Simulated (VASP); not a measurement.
SH2, in a box:

```
CELL_PARAMETERS angstrom
12.32557 0.00000 0.00000
0.00000 12.82557 0.00000
0.00000 0.00000 13.32557
ATOMIC_POSITIONS crystal
S 0.52404 0.50828 0.45999
H 0.51025 0.42954 0.52601
H 0.46399 0.57356 0.51684
```

Base run:

```yaml
Program: VASP 6.6.1
Functional: RPBE
Dispersion: D3(BJ)
Potentials_or_basis: VASP PAW PBE potentials, release 64 (S, H)
Cutoff: 400 eV
k_mesh: 1 × 1 × 1
Occupations: gaussian, width 0.01 eV
Spin: no spin polarisation
```

Its results: gap between the frontier levels 5.29 eV; largest force 0.006 eV/Å.

Q: The run is repeated on the same cell with these changes: functional from RPBE to PBE; cutoff from 400 eV to 520 eV. What comes out?

A: Gap between the frontier levels 5.37 eV; largest force 0.047 eV/Å.

Caveats: the PAW data sets were made with another functional, which shifts forces and pressure a little (some runs).

A k mesh can miss the band edges.

Not every run made on this cell is shown here.
